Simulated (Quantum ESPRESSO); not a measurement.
# Ge (I4_1/amd) in Quantum ESPRESSO: further runs

The runs below take Ge through phonons, with LDA.

Program: Quantum ESPRESSO 7.5. These are calculated values, not measurements. Logs are shortened: lines on timing, memory, paths and dates and some standing lists are left out, and cuts for length are marked.

### 1 The crystal as given

It takes space group I4_1/amd (No. 141, tetragonal). Conventional cell: a = 5.149 Å, b = 5.149 Å, c = 2.795 Å, α = 90.00°, β = 90.00°, γ = 90.00°. Ge (site symmetry -4m2) is surrounded by 6 Ge at 2.67 to 2.79 Å.

This isn't the form of Ge at room conditions, which is diamond.

### 2 Phonons, LDA, target pressure 5 GPa, at which the enthalpy is minimised

The input, pw.in:

```
&CONTROL
  calculation = 'scf'
  prefix = 'pwscf'
  outdir = './tmp'
  pseudo_dir = './pseudo'
  tprnfor = .true.
  tstress = .true.
  disk_io = 'low'
/
&SYSTEM
  ibrav = 0
  celldm(1) = 8
  nat = 2
  ntyp = 1
  ecutwfc = 78
  nbnd = 21
  occupations = 'smearing'
  smearing = 'mv'
  degauss = 0.01469973
/
&ELECTRONS
  conv_thr = 4d-10
  electron_maxstep = 120
  mixing_beta = 0.5
/
ATOMIC_SPECIES
Ge    72.6300 Ge.upf
CELL_PARAMETERS alat
 -0.6081350599468   0.6081350599468   0.3300908973422
  0.6081350599468  -0.6081350599468   0.3300908973422
  0.6081350599468   0.6081350599468  -0.3300908973422
ATOMIC_POSITIONS crystal
Ge     0.5000000000    0.5000000000    0.0000000000
Ge     0.2500000000    0.7500000000    0.5000000000
K_POINTS automatic
9 9 9 0 0 0
```

The input, relax.in:

```
&CONTROL
  calculation = 'vc-relax'
  prefix = 'pwscf'
  outdir = './tmp'
  pseudo_dir = './pseudo'
  tprnfor = .true.
  tstress = .true.
  disk_io = 'low'
  nstep = 40
  forc_conv_thr = 0.0001
  etot_conv_thr = 1d-06
/
&SYSTEM
  ibrav = 0
  celldm(1) = 8
  nat = 2
  ntyp = 1
  ecutwfc = 78
  nbnd = 21
  occupations = 'smearing'
  smearing = 'mv'
  degauss = 0.01469973
/
&ELECTRONS
  conv_thr = 4d-10
  electron_maxstep = 120
  mixing_beta = 0.5
/
&IONS
  ion_dynamics = 'bfgs'
/
&CELL
  cell_dynamics = 'bfgs'
  press = 50
  press_conv_thr = 0.2
/
ATOMIC_SPECIES
Ge    72.6300 Ge.upf
CELL_PARAMETERS alat
 -0.6081350599468   0.6081350599468   0.3300908973422
  0.6081350599468  -0.6081350599468   0.3300908973422
  0.6081350599468   0.6081350599468  -0.3300908973422
ATOMIC_POSITIONS crystal
Ge     0.5000000000    0.5000000000    0.0000000000
Ge     0.2500000000    0.7500000000    0.5000000000
K_POINTS automatic
9 9 9 0 0 0
```

The input, scf2.in:

```
&CONTROL
  calculation = 'scf'
  prefix = 'pwscf'
  outdir = './tmp'
  pseudo_dir = './pseudo'
  tprnfor = .true.
  tstress = .true.
  disk_io = 'low'
/
&SYSTEM
  ibrav = 0
  celldm(1) = 8
  nat = 2
  ntyp = 1
  ecutwfc = 78
  nbnd = 21
  occupations = 'smearing'
  smearing = 'mv'
  degauss = 0.01469973
/
&ELECTRONS
  conv_thr = 1d-13
  electron_maxstep = 120
  mixing_beta = 0.5
  startingpot = 'file'
  startingwfc = 'file'
/
ATOMIC_SPECIES
Ge    72.6300 Ge.upf
CELL_PARAMETERS alat
 -0.5912584172722   0.5912584172722   0.3198850641851
  0.5912584172722  -0.5912584172722   0.3198850641851
  0.5912584172722   0.5912584172722  -0.3198850641851
ATOMIC_POSITIONS crystal
Ge     0.5000000000    0.5000000000    0.0000000000
Ge     0.2500000000    0.7500000000    0.5000000000
K_POINTS automatic
9 9 9 0 0 0
```

The input, ph.in:

```
phonons of Ge
&INPUTPH
  prefix = 'pwscf'
  outdir = './tmp'
  tr2_ph = 1d-18
  fildyn = 'dyn'
  niter_ph = 90
  alpha_mix(1) = 0.4
/
0.0000000000 0.0000000000 0.0000000000
```

The input, dynmat.in:

```
&INPUT
  fildyn = 'dyn'
  asr = 'crystal'
  filout = 'dynmat.disp'
  fileig = 'dynmat.eig'
/
```

Potentials or basis: PseudoDojo 0.4.1 SR LDA standard.

Command:

```sh
> OMP_NUM_THREADS=1 mpirun -n 4 pw.x -nk 4 -in pw.in > pw.out
> OMP_NUM_THREADS=1 mpirun -n 4 pw.x -nk 4 -in relax.in > relax.out
> OMP_NUM_THREADS=1 mpirun -n 4 pw.x -nk 4 -in scf2.in > scf2.out
> OMP_NUM_THREADS=1 mpirun -n 4 ph.x -nk 4 -in ph.in > ph.out
> OMP_NUM_THREADS=1 mpirun -n 1 dynmat.x -in dynmat.in > dynmat.out
```

pw.out:

```text
This program is part of the open-source Quantum ESPRESSO suite
     for quantum simulation of materials; please cite
[... 6 lines left out ...]
     using ibrav=0 with symmetry is DISCOURAGED, use correct ibrav instead

     K-points division:     npool     =       4
     Subspace diagonalization in iterative solution of the eigenvalue problem:
     a serial algorithm will be used

     G-vector sticks info
     --------------------
     sticks:   dense  smooth     PW     G-vecs:    dense   smooth      PW
     Sum         897     897    285                23271    23271    4133

     Using Slab Decomposition

     bravais-lattice index     =            0
     lattice parameter (alat)  =       8.0000  a.u.
     unit-cell volume          =     250.0136 (a.u.)^3
     number of atoms/cell      =            2
     number of atomic types    =            1
     number of electrons       =        28.00
     number of Kohn-Sham states=           21
     kinetic-energy cutoff     =      78.0000  Ry
     charge density cutoff     =     312.0000  Ry
     scf convergence threshold =      4.0E-10
     mixing beta               =       0.5000
     number of iterations used =            8  plain     mixing
     Exchange-correlation= SLA  PW   NOGX NOGC
                           (   1   4   0   0   0   0   0)

     celldm(1)=   8.000000  celldm(2)=   0.000000  celldm(3)=   0.000000
     celldm(4)=   0.000000  celldm(5)=   0.000000  celldm(6)=   0.000000

     crystal axes: (cart. coord. in units of alat)
               a(1) = (  -0.608135   0.608135   0.330091 )
               a(2) = (   0.608135  -0.608135   0.330091 )
               a(3) = (   0.608135   0.608135  -0.330091 )

     reciprocal axes: (cart. coord. in units 2 pi/alat)
               b(1) = (  0.000000  0.822186  1.514734 )
               b(2) = (  0.822186  0.000000  1.514734 )
               b(3) = (  0.822186  0.822186  0.000000 )

     PseudoPot. # 1 for Ge read from file:
     Ge.upf
     Pseudo is Norm-conserving + core correction, Zval = 14.0
     Generated using ONCVPSP code by D. R. Hamann
     Using radial grid of 1524 points,  6 beta functions with:
                l(1) =   0
                l(2) =   0
                l(3) =   1
                l(4) =   1
                l(5) =   2
                l(6) =   2

     atomic species   valence    mass     pseudopotential
     Ge               14.00    72.63000     Ge( 1.00)

     16 Sym. Ops., with inversion, found ( 8 have fractional translation)

   Cartesian axes

     site n.     atom                  positions (alat units)
         1        Ge     tau(   1) = (   0.0000000   0.0000000   0.3300909  )
         2        Ge     tau(   2) = (   0.6081351  -0.0000000   0.1650454  )

     number of k points=    75  Marzari-Vanderbilt smearing, width (Ry)=  0.0147
                       cart. coord. in units 2pi/alat
        k(    1) = (   0.0000000   0.0000000   0.0000000), wk =   0.0027435
        k(    2) = (   0.0913540   0.0913540   0.0000000), wk =   0.0109739
        k(    3) = (   0.1827080   0.1827080   0.0000000), wk =   0.0109739
        k(    4) = (   0.2740619   0.2740619   0.0000000), wk =   0.0109739
        k(    5) = (   0.3654159   0.3654159   0.0000000), wk =   0.0109739
        k(    6) = (   0.0913540   0.0000000   0.1683038), wk =   0.0219479
[... 67 lines left out ...]
        k(   74) = (   0.0000000   0.0000000   1.3464305), wk =   0.0054870
        k(   75) = (  -0.0000000   0.7308318  -0.0000000), wk =   0.0109739

     Dense  grid:    23271 G-vectors     FFT dimensions: (  48,  48,  48)

     Initial potential from superposition of free atoms

     starting charge      27.9987, renormalised to      28.0000
     Starting wfcs are   18 randomized atomic wfcs +    3 random wfcs

     Self-consistent Calculation

     iteration #  1     ecut=    78.00 Ry     beta= 0.50
     Davidson diagonalization with overlap
     ethr =  1.00E-02,  avg # of iterations =  3.5

     Threshold (ethr) on eigenvalues was too large:
     Diagonalizing with lowered threshold

     Davidson diagonalization with overlap
     ethr =  2.87E-05,  avg # of iterations =  5.6

     total energy              =    -356.91204942 Ry
     estimated scf accuracy    <       0.00828166 Ry
[... 43 lines left out ...]
     iteration #  8     ecut=    78.00 Ry     beta= 0.50
     Davidson diagonalization with overlap
     ethr =  3.51E-11,  avg # of iterations =  1.9

     End of self-consistent calculation

          k = 0.0000 0.0000 0.0000 (  2931 PWs)   bands (ev):

   -12.7919 -12.7476 -12.7173 -12.7155 -12.6106 -12.6106 -12.6042 -12.6042
   -12.5432 -12.4757  -1.2764   7.8483   9.7201   9.7201  15.4138  19.5605
    19.5605  20.0965  20.2854  23.6088  24.5877
[... 159 lines left out ...]
   -12.7195 -12.7099 -12.6996 -12.6876 -12.6360 -12.6105 -12.5928 -12.5922
   -12.5703 -12.5471   1.8037   2.9902  12.1859  12.7865  14.2016  14.5928
    15.3245  15.3790  23.4341  24.7183  25.6861

          k =-0.0000-0.0000 0.3366 (  2931 PWs)   bands (ev):

   -12.7827 -12.7044 -12.6888 -12.6471 -12.6471 -12.6399 -12.6163 -12.6163
   -12.5468 -12.4833  -0.3466   8.6710  10.5111  10.5111  14.9491  15.0006
    16.3065  18.1236  18.1236  22.4534  22.4534

          k = 0.2741 0.1827 0.5049 (  2909 PWs)   bands (ev):
[... 31 lines left out ...]
   -12.7473 -12.7153 -12.6954 -12.6769 -12.6387 -12.5982 -12.5943 -12.5619
   -12.5438 -12.5306   4.3181   5.3502   7.5107   9.2864  13.8642  15.1475
    17.3076  17.5752  20.4753  21.1287  21.9777

          k =-0.0000-0.1827 0.6732 (  2902 PWs)   bands (ev):

   -12.7566 -12.6936 -12.6809 -12.6625 -12.6617 -12.6413 -12.6035 -12.5644
   -12.5371 -12.5031   2.6094   7.7159   9.5604  10.7232  10.9586  13.1978
    15.0131  16.8668  20.4048  21.3857  24.5650

          k = 0.0914-0.0914 0.6732 (  2893 PWs)   bands (ev):
[... 115 lines left out ...]
   -12.7541 -12.6875 -12.6875 -12.6755 -12.6406 -12.6406 -12.6242 -12.5588
   -12.5386 -12.4980   2.3578   8.8422   9.6118  11.0220  11.0220  11.8777
    15.5757  15.5757  18.9937  24.3872  24.3872

          k =-0.0000-0.0914 0.8415 (  2892 PWs)   bands (ev):

   -12.7416 -12.6877 -12.6834 -12.6579 -12.6476 -12.6415 -12.6272 -12.5695
   -12.5346 -12.5124   4.0557   6.6578   7.8700   9.7289  10.2539  13.4299
    16.6595  17.3418  21.4061  24.6581  25.6631

          k = 0.0000-0.1827 1.0098 (  2905 PWs)   bands (ev):
[... 55 lines left out ...]
   -12.7539 -12.7503 -12.6835 -12.6527 -12.6335 -12.6134 -12.5924 -12.5899
   -12.5752 -12.5658   1.3962   2.5337   8.4872   9.6484  17.6074  18.4631
    19.0635  19.4549  24.2620  25.0064  25.2102

          k =-0.0000-0.0000 1.0098 (  2912 PWs)   bands (ev):

   -12.7264 -12.6683 -12.6683 -12.6655 -12.6473 -12.6325 -12.6325 -12.5793
   -12.5675 -12.5394   4.4742   5.2674   8.2410   8.2410   8.5712  16.1912
    19.0854  19.0854  23.4569  25.9710  25.9710

          k = 0.0000-0.0914 1.1781 (  2921 PWs)   bands (ev):
[... 37 lines left out ...]
   -12.7538 -12.7531 -12.6416 -12.6262 -12.6184 -12.6131 -12.6075 -12.6003
   -12.5979 -12.5967   2.7096   3.1735   6.2410   6.7096  18.2133  18.2275
    22.1869  22.7195  27.1070  27.1077  27.1351

     the Fermi energy is    12.0577 ev

!    total energy              =    -356.91239997 Ry
     estimated scf accuracy    <          3.0E-10 Ry
     smearing contrib. (-TS)   =      -0.00020731 Ry
     internal energy E=F+TS    =    -356.91219266 Ry

     The total energy is F=E-TS. E is the sum of the following terms:
     one-electron contribution =    -137.18392413 Ry
     hartree contribution      =      90.20704042 Ry
     xc contribution           =     -85.85243985 Ry
     ewald contribution        =    -224.08286910 Ry

     convergence has been achieved in   8 iterations

     Forces acting on atoms (cartesian axes, Ry/au):

     atom    1 type  1   force =    -0.00000000   -0.00000000   -0.00000000
     atom    2 type  1   force =     0.00000000    0.00000000    0.00000000

     Total force =     0.000000     Total SCF correction =     0.000000

     Computing stress (Cartesian axis) and pressure

          total   stress  (Ry/bohr**3)                   (kbar)     P=      -26.58
  -0.00018844   0.00000000   0.00000000          -27.72        0.00        0.00
   0.00000000  -0.00018844   0.00000000            0.00      -27.72        0.00
   0.00000000   0.00000000  -0.00016527            0.00        0.00      -24.31

=------------------------------------------------------------------------------=
   JOB DONE.
=------------------------------------------------------------------------------=
```

scf2.out:

```text
This program is part of the open-source Quantum ESPRESSO suite
     for quantum simulation of materials; please cite
[... 6 lines left out ...]
     using ibrav=0 with symmetry is DISCOURAGED, use correct ibrav instead

     K-points division:     npool     =       4
[... 641 lines left out ...]
   0.00033807   0.00000000   0.00000000           49.73        0.00        0.00
   0.00000000   0.00033807   0.00000000            0.00       49.73        0.00
   0.00000000   0.00000000   0.00033861            0.00        0.00       49.81

=------------------------------------------------------------------------------=
   JOB DONE.
=------------------------------------------------------------------------------=
```

Run time: 7.1 min. Hardware: 4 MPI ranks of Intel Xeon 6975P-C (Granite Rapids), shared host; peak memory 0.4 GiB.

What came out:

```yaml
Free_energy: -4856.0230 eV
Relaxed_volume: 16.97 Å³/atom
Relaxed_cell: a = 3.790 Å, b = 3.790 Å, c = 3.790 Å, α = 97.33°, β = 97.33°, γ = 138.13°
Space_group_after_relaxing_to_0.05_Å: I4_1/amd (No. 141)
Pressure_after_relaxing: 5.0 GPa
Band_gap_on_the_k_mesh: none (metal or under the smearing width)
Highest_phonon_frequency_at_Γ: 184 cm⁻¹
```

The path:
| step | energy change (eV) | largest force (eV/Å) | pressure (GPa) | volume (Å³) |
| --- | --- | --- | --- | --- |
| 1 | 0.0000 | 0.0000 | -2.66 | 37.05 |
| 2 | -0.0103 | 0.0000 | 0.45 | 35.62 |
| 3 | 0.0246 | 0.0000 | 5.70 | 33.72 |
| 4 | 0.0167 | 0.0000 | 4.95 | 33.96 |
| 5 | 0.0171 | 0.0000 | 4.99 | 33.95 |
| 6 | 0.0173 | 0.0000 | 5.01 | 33.94 |
| 7 | 0.0174 | 0.0000 | 5.02 | 33.94 |
| 8 | 0.0174 | 0.0000 | 5.01 | 33.94 |

Final structure:
```
Ge
1.0
    -2.50304    2.50304    1.35421
     2.50304   -2.50304    1.35421
     2.50304    2.50304   -1.35421
Ge
2
Direct
  0.50000 0.50000 0.00000
  0.25000 0.75000 0.50000
```

Phonon frequencies in cm⁻¹ (negative: imaginary):
```csv
q point,frequencies
"(0.000, 0.000, 0.000)",-2 -1 -1 81 184 184
```

Optical modes at Γ, degenerate ones joined:
```tsv
cm⁻¹	components	symmetry	active in
81	1	B1g	Raman
184	2	Eg	Raman
```

Caveat: the cell is more than 3 GPa from zero pressure, which shifts response properties.

(Part 1 of 3 ends here.)
